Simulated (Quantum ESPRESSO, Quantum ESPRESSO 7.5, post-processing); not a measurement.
# hBN, 2 layers, AA' stacking: a series in the field along the normal

What law, if any, do the results for hBN, 2 layers, AA' stacking follow against the field along the normal?

Main program and level: Quantum ESPRESSO 7.5; plane-wave DFT, PBE, GBRV ultrasoft pseudopotentials (geometry by pw.x at PBE-D3(BJ), GBRV ultrasoft).

This is a report of a sequence of runs, with most program output left out.

## (1) Starting point

The cell holds 4 atoms: 2 N and 2 B. Cell: a = 2.512 Å, b = 2.512 Å, c = 20.200 Å, α = 90.0°, β = 90.0°, γ = 120.0°. It derives from BN. Vacuum lies along c.

Set-up: Cell and atoms are relaxed without a field with a D3(BJ) correction and then held. Sawtooth field with dipole correction, 17 Å of vacuum in the starting cell, Fermi-Dirac smearing of 0.002 Ry; bands along a path at each field.

Members -0.05, 0.1, -0.1, 0.2, -0.2, 0.3 and -0.3 took the same steps and show in the table alone.

## (2) Relaxing cell and ions of the reference

What the set-up leaves free in this member is relaxed.

Input file ref.relax.in:

```
&control
  prefix = 'ref.relax'
  outdir = './out'
  pseudo_dir = './pseudo'
  nstep = 80
  forc_conv_thr = 0.0004
  calculation = 'vc-relax'
  etot_conv_thr = 1e-06
/
&system
  ibrav = 0
  nat = 4
  ntyp = 2
  ecutwfc = 50
  ecutrho = 250
  vdw_corr = 'grimme-d3'
  dftd3_version = 4
  occupations = 'smearing'
  smearing = 'fd'
  degauss = 0.004
/
&electrons
  conv_thr = 1e-09
  mixing_beta = 0.4
  electron_maxstep = 120
  mixing_mode = 'plain'
/
&ions
/
&cell
  cell_dofree = '2Dxy'
  press_conv_thr = 0.3
/
ATOMIC_SPECIES
  N   14.0070  n_pbe_v1.2.uspp.F.UPF
  B   10.8100  b_pbe_v1.4.uspp.F.UPF
CELL_PARAMETERS angstrom
  2.51200000000000 0.00000000000000 0.00000000000000
  -1.25600000000000 2.17545581430651 0.00000000000000
  0.00000000000000 0.00000000000000 20.20000000000000
ATOMIC_POSITIONS crystal
  N   0.666666666700 0.333333333300 0.420792079208
  B   0.333333333300 0.666666666700 0.420792079208
  N   0.333333333300 0.666666666700 0.579207920792
  B   0.666666666700 0.333333333300 0.579207920792
K_POINTS automatic
  12 12 1 0 0 0
```

The run is started by

```
$ OMP_NUM_THREADS=1 mpirun -n 2 pw.x -nk 2 -in ref.relax.in > ref.relax.out
```

Run time: 4.4 min. Hardware: 2 MPI ranks of Arm Neoverse N1, shared host; peak memory 0.21 GiB; 8.6 min of CPU time.

Step by step:

```tsv
step	energy less that of the first step (eV)	largest force (eV/Å)	volume (Å³)
1	0.0000	0.0630	110.39
2	-0.0010	0.0427	110.11
3	-0.0013	0.0311	109.90
4	-0.0014	0.0328	109.87
5	-0.0015	0.0335	109.85
6	-0.0017	0.0338	109.84
7	-0.0019	0.0336	109.83
8	-0.0023	0.0327	109.82
9	-0.0028	0.0309	109.81
10	-0.0034	0.0276	109.81
11	-0.0043	0.0223	109.82
12	-0.0051	0.0142	109.85
13	-0.0057	0.0027	109.90
14	-0.0057	0.0007	109.92
15	-0.0057	0.0005	109.93
16	-0.0054	0.0004	109.93
```

```tsv
cell as run	before	after	change
a (Å)	2.512	2.507	-0.2 %
b (Å)	2.512	2.507	-0.2 %
```

The atoms that moved most (Å, along periodic axes as changes of fractional coordinates times the final cell, across vacuum about the mean position):

```tsv
atom	dx	dy	dz	length
N3	0.000	0.000	0.086	0.086
N1	0.000	0.000	-0.086	0.086
B2	0.000	0.000	-0.084	0.084
B4	0.000	0.000	0.084	0.084
```

Final coordinates:

```cif
data_structure
_symmetry_space_group_name_H-M 'P 1'
_symmetry_Int_Tables_number 1
_cell_length_a 2.5067
_cell_length_b 2.5067
_cell_length_c 20.2000
_cell_angle_alpha 90.000
_cell_angle_beta 90.000
_cell_angle_gamma 120.000
_cell_volume 109.93
loop_
_atom_site_label
_atom_site_type_symbol
_atom_site_fract_x
_atom_site_fract_y
_atom_site_fract_z
_atom_site_occupancy
N1 N 0.66667 0.33333 0.41655 1
B2 B 0.33333 0.66667 0.41663 1
N3 N 0.33333 0.66667 0.58345 1
B4 B 0.66667 0.33333 0.58337 1
```

 The last row is no step: it is a fresh SCF in the final cell with a new plane-wave basis, +0 meV from the row before.

This step gave:

```
free energy  : -727.5425 eV
Fermi energy : -0.4963 eV
```

## (3) Ground state, 0 V/Å

The self-consistent run of this member.

Level of this step: plane-wave DFT, PBE, GBRV ultrasoft pseudopotentials (Quantum ESPRESSO 7.5).

Input file m0.scf.in:

```
&control
  prefix = 'm0.scf'
  outdir = './out'
  pseudo_dir = './pseudo'
  calculation = 'scf'
  tprnfor = .true.
  tefield = .true.
  dipfield = .true.
/
&system
  ibrav = 0
  nat = 4
  ntyp = 2
  ecutwfc = 40
  ecutrho = 200
  occupations = 'smearing'
  smearing = 'fd'
  degauss = 0.002
  edir = 3
  emaxpos = 0.97
  eopreg = 0.04
  eamp = 0.0
  nbnd = 14
/
&electrons
  conv_thr = 1e-09
  mixing_beta = 0.4
  electron_maxstep = 120
  mixing_mode = 'plain'
/
ATOMIC_SPECIES
  N   14.0070  n_pbe_v1.2.uspp.F.UPF
  B   10.8100  b_pbe_v1.4.uspp.F.UPF
CELL_PARAMETERS angstrom
  2.50673188100000 0.00000000000000 0.00000000000000
  -1.25336594100000 2.17089349000000 0.00000000000000
  0.00000000000000 0.00000000000000 20.20000000000000
ATOMIC_POSITIONS crystal
  N   0.666666666700 0.333333333300 0.416553745500
  B   0.333333333300 0.666666666700 0.416629914100
  N   0.333333333300 0.666666666700 0.583446254500
  B   0.666666666700 0.333333333300 0.583370085900
K_POINTS automatic
  12 12 1 0 0 0
```

The run is started by

```
$ OMP_NUM_THREADS=1 mpirun -n 2 pw.x -nk 2 -in m0.scf.in > m0.scf.out
```

Wall time 34 s (2 MPI ranks); peak memory 0.2 GiB; 67 s of CPU time.

Read from the output:

* free energy: -727.1225 eV
* Fermi energy: -0.4712 eV
* dipole along the normal: 0 e·Å
* valence top, on the run's zero: -2.387 eV
* conduction bottom, on the run's zero: 2.135 eV
* gap by band count: 4.522 eV

## (4) Electrostatic potential, 0 V/Å

plot_num = 11 writes the bare and Hartree potential, from which vacuum levels or, in a crystal, the mean potential are read.

Input file m0.pot.in:

```
&inputpp
  prefix = 'm0.scf'
  outdir = './out'
  filplot = 'm0.pot.dat'
  plot_num = 11
/
```

The run is started by

```
$ OMP_NUM_THREADS=1 mpirun -n 2 pp.x -in m0.pot.in > m0.pot.out
```

The job ended after 1 s (2 MPI ranks; peak memory 0.09 GiB).

Numbers from this step:

```
slope of the potential above                                          : -5.29e-6 eV/Å
upper vacuum line continued to the top atoms, over the valence top    : 5.863 eV
slope of the potential below                                          : -1.96e-6 eV/Å
lower vacuum line continued to the bottom atoms, over the valence top : 5.863 eV
vacuum level at the upper face over the valence top of the mesh       : 5.863 eV
vacuum level at the lower face over the valence top of the mesh       : 5.863 eV
```

Electrostatic potential energy of an electron, with the sawtooth; zero at the highest filled level of the SCF mesh. Potential energy, planar mean against z:

```tsv
z (Å)	potential energy, planar mean (eV)
0.0	5.86
0.5	5.86
1.0	5.86
1.5	5.86
2.0	5.86
2.5	5.86
3.0	5.86
3.5	5.86
4.0	5.86
4.5	5.86
5.0	5.86
5.5	5.86
6.0	5.84
6.5	5.76
7.0	5.32
7.5	2.90
8.0	-10.2
8.5	-24.4
9.0	-3.22
9.5	4.12
10.0	5.37
10.5	4.92
11.0	1.24
11.5	-16.9
12.0	-20.3
12.5	-0.0132
13.0	4.79
13.5	5.67
14.0	5.83
14.5	5.86
15.0	5.86
15.5	5.86
16.0	5.86
16.5	5.86
17.0	5.86
17.5	5.86
18.0	5.86
18.5	5.86
19.0	5.86
19.5	5.86
20.0	5.86
```

## (5) Band structure, 0 V/Å

Bands along a path place the edges.

m0.bands.in, as its differences from the input of step 3:

```diff
@@ -1,7 +1,6 @@
 &control
-  prefix = 'm0.scf'
+  prefix = 'm0.bands'
   outdir = './out'
   pseudo_dir = './pseudo'
-  calculation = 'scf'
-  tprnfor = .true.
+  calculation = 'bands'
   tefield = .true.
@@ -25,6 +24,6 @@
 &electrons
-  conv_thr = 1e-09
+  conv_thr = 1e-07
   mixing_beta = 0.4
   electron_maxstep = 120
-  mixing_mode = 'plain'
+  mixing_mode = 'local-TF'
 /
@@ -42,3 +41,7 @@
   B   0.666666666700 0.333333333300 0.583370085900
-K_POINTS automatic
-  12 12 1 0 0 0
+K_POINTS crystal_b
+4
+  0.0000000000 0.0000000000 0.0000000000 10
+  0.5000000000 0.0000000000 0.0000000000 10
+  0.3333333333 0.3333333333 0.0000000000 10
+  0.0000000000 0.0000000000 0.0000000000 1
```

The run is started by

```
$ cp -r out/m0.scf.save out/m0.bands.save
$ cp out/m0.scf.xml out/m0.bands.xml
$ OMP_NUM_THREADS=1 mpirun -n 2 pw.x -nk 2 -in m0.bands.in > m0.bands.out
```

Run time: 11 s. Hardware: 2 MPI ranks; peak memory 0.13 GiB.

Read from the output:

* valence top, on the run's zero: -2.364 eV
* conduction bottom, on the run's zero: 2.134 eV
* gap by band count: 4.498 eV

Band numbers count within the set of bands kept for display. The electronic bands at the labelled points (eV, zero at the highest filled level of the SCF mesh; v1 is the highest filled band, c1 the lowest empty one):

```tsv
point	v4	v3	v2	v1	c1	c2	c3	c4
Γ	-1.33	-1.33	-1.32	-1.32	4.79	5.26	5.72	6.90
halfway	-4.09	-3.20	-2.95	-2.93	6.72	7.07	7.68	8.34
M	-4.13	-4.10	-1.13	-0.66	4.52	5.16	9.68	9.91
halfway	-5.47	-5.44	-0.73	-0.33	4.66	5.11	11.46	11.90
K	-7.13	-7.13	0.00	0.00	4.74	4.74	11.48	13.26
halfway	-3.92	-3.89	-3.58	-2.72	7.38	7.50	8.09	8.39
Γ	-1.33	-1.33	-1.32	-1.32	4.79	5.26	5.72	6.90
```

Along this path the valence top lies near K and the conduction bottom at M.

## (6) Ground state, 0.05 V/Å

m1.scf.in, as its differences from the input of step 3:

```diff
@@ -1,3 +1,3 @@
 &control
-  prefix = 'm0.scf'
+  prefix = 'm1.scf'
   outdir = './out'
@@ -21,3 +21,3 @@
   eopreg = 0.04
-  eamp = 0.0
+  eamp = 0.00097235
   nbnd = 14
@@ -29,2 +29,3 @@
   mixing_mode = 'plain'
+  startingpot = 'file'
 /
```

The run is started by

```
$ cp -r out/m0.scf.save out/m1.scf.save
$ OMP_NUM_THREADS=1 mpirun -n 2 pw.x -nk 2 -in m1.scf.in > m1.scf.out
```

It took 29 s on 2 MPI ranks; peak memory 0.19 GiB.

Numbers from this step:

* free energy: -727.1227 eV
* Fermi energy: -0.4828 eV
* dipole along the normal: 0.006267 e·Å
* valence top, on the run's zero: -2.347 eV
* conduction bottom, on the run's zero: 2.141 eV
* gap by band count: 4.488 eV

## (7) Self-consistent run, 0.4 V/Å

m9.scf.in, as its differences from the input of step 6:

```diff
@@ -1,3 +1,3 @@
 &control
-  prefix = 'm1.scf'
+  prefix = 'm9.scf'
   outdir = './out'
@@ -21,3 +21,3 @@
   eopreg = 0.04
-  eamp = 0.00097235
+  eamp = 0.00777876
   nbnd = 14
```

The run is started by

```
$ cp -r out/m0.scf.save out/m9.scf.save
$ OMP_NUM_THREADS=1 mpirun -n 2 pw.x -nk 2 -in m9.scf.in > m9.scf.out
```

Wall time 32 s (2 MPI ranks); peak memory 0.19 GiB; 63 s of CPU time.

Numbers from this step:

* free energy: -727.1325 eV
* Fermi energy: -0.4153 eV
* dipole along the normal: 0.05009 e·Å
* valence top, on the run's zero: -2.071 eV
* conduction bottom, on the run's zero: 1.307 eV
* gap by band count: 3.378 eV

## (8) Ground state, -0.4 V/Å

m10.scf.in, as its differences from the input of step 7:

```diff
@@ -1,3 +1,3 @@
 &control
-  prefix = 'm9.scf'
+  prefix = 'm10.scf'
   outdir = './out'
@@ -21,3 +21,3 @@
   eopreg = 0.04
-  eamp = 0.00777876
+  eamp = -0.00777876
   nbnd = 14
```

The run is started by

```
$ cp -r out/m0.scf.save out/m10.scf.save
$ OMP_NUM_THREADS=1 mpirun -n 2 pw.x -nk 2 -in m10.scf.in > m10.scf.out
```

Wall time 31 s (2 MPI ranks); peak memory 0.19 GiB.

Numbers from this step:

| Item | Value |
| --- | --- |
| Fermi energy | -0.5432 eV |
| dipole along the normal | -0.05009 e·Å |
| valence top, on the run's zero | -2.200 eV |
| conduction bottom, on the run's zero | 1.279 eV |
| gap by band count | 3.479 eV |

## (9) The series side by side

The series in one table, energies over the lowest:

```tsv
the field along the normal	dipole (e Å)	gap along the path (eV)	upper vacuum line at the top atoms, over the zero (eV)	lower vacuum line at the bottom atoms, over the zero (eV)	energy (eV)
-0.4 V/Å	-0.05009	3.48	5.772	5.454	0.0000
-0.3 V/Å	-0.03756	3.925	5.793	5.556	0.0044
-0.2 V/Å	-0.025	4.309	5.815	5.658	0.0075
-0.1 V/Å	-0.01249	4.451	5.839	5.76	0.0094
-0.05 V/Å	-0.006267	4.488	5.851	5.811	0.0099
0 V/Å	0	4.498	5.863	5.863	0.0100
0.05 V/Å	0.006267	4.488	5.811	5.851	0.0099
0.1 V/Å	0.01249	4.451	5.76	5.838	0.0094
0.2 V/Å	0.025	4.288	5.658	5.815	0.0075
0.3 V/Å	0.03756	3.871	5.556	5.793	0.0044
0.4 V/Å	0.05009	3.379	5.454	5.772	0.0000
```

## (10) A check by hand

4πα/A = 180.95 × 0.1250 e Å²/V / 5.442 Å² = 4.16 Å.

In linear response the energy changes by −(p₀ + p)E/2: at 0.2 V/Å, −(0.0000 + 0.0250) × 0.2/2 = -0.0025 eV; the runs give -0.0025 eV.

## (11) What came out

```
4πα/A from the weak fields                                                       : 4.16 Å
gap along the path, at -0.4 V/Å and at 0.4 V/Å                                   : 3.48, 3.38 eV
upper vacuum line at the top atoms, over the zero, at -0.4 V/Å and at 0.4 V/Å    : 5.77, 5.45 eV
lower vacuum line at the bottom atoms, over the zero, at -0.4 V/Å and at 0.4 V/Å : 5.45, 5.77 eV
```

What this shows: The series holds 11 members; 4πα/A from the weak fields: 4.16 Å (PBE, GBRV ultrasoft). The strongest fields leave the weak-field line by 0.2 % of the induced dipole. At -0.4, -0.3, -0.2, 0.2, 0.3 and 0.4 V/Å the vacuum beside the ramp sinks to the conduction band or below, so the lowest empty level there is likely a free-electron state of the cell and that gap not the sheet's. From -0.4 V/Å to 0.4 V/Å the gap along the path goes from 3.48 to 3.38 eV by way of 4.50 at 0 V/Å. From -0.4 V/Å to 0.4 V/Å the upper vacuum line at the top atoms, over the zero goes from 5.77 to 5.45 eV by way of 5.86 at 0 V/Å. From -0.4 V/Å to 0.4 V/Å the lower vacuum line at the bottom atoms, over the zero goes from 5.45 to 5.77 eV by way of 5.86 at 0 V/Å. Ions are held; semilocal gaps are too small; in strong fields empty levels can belong to the vacuum; one stacking.

[Logs are printed without paths, hosts, clocks, repeated set-up lines and the standing remarks that a program may print on its own settings, such as how far it seeks lower states.]

[Hosts, paths, dates, database ids (printed as entryN), source tags and the programs' standing remarks are cut or masked in the printed files.]

[Maps of the electrostatic potential energy from Ansatz leave out the sawtooth potential of an applied field or a dipole correction, so their vacuum need not be flat; planar profiles and work functions include it.]
